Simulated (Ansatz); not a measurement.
# Li: all-electron results

```
Li
1.0
     3.11100    0.00000    0.00000
    -1.55550    2.69421    0.00000
     0.00000    0.00000    5.09300
Li
2
Direct
  0.33333 0.66667 0.25000
  0.66667 0.33333 0.75000
```

Atoms are numbered in the order listed.

The cell is a measured one (Crystallography Open Database entry 9011003); the temperature and pressure of the measurement aren't taken into account, and nothing was relaxed.

Method: DFT, PBE, all-electron LAPW, scalar-relativistic in Ansatz 0.2.0.

Settings: a Γ-centred 15×15×8 k mesh, Fermi–Dirac smearing of 0.03 eV, basis error target 0.25 meV/atom, no spin polarisation.

```yaml
Pressure_at_this_cell: -6.8 kbar
Band_gap: "none: bands cross the Fermi level, a metal"
Density_of_states_at_the_Fermi_level_0.2_eV_bin: 1.06 states/eV per cell
Volume_per_atom: 21.34 Å³
```
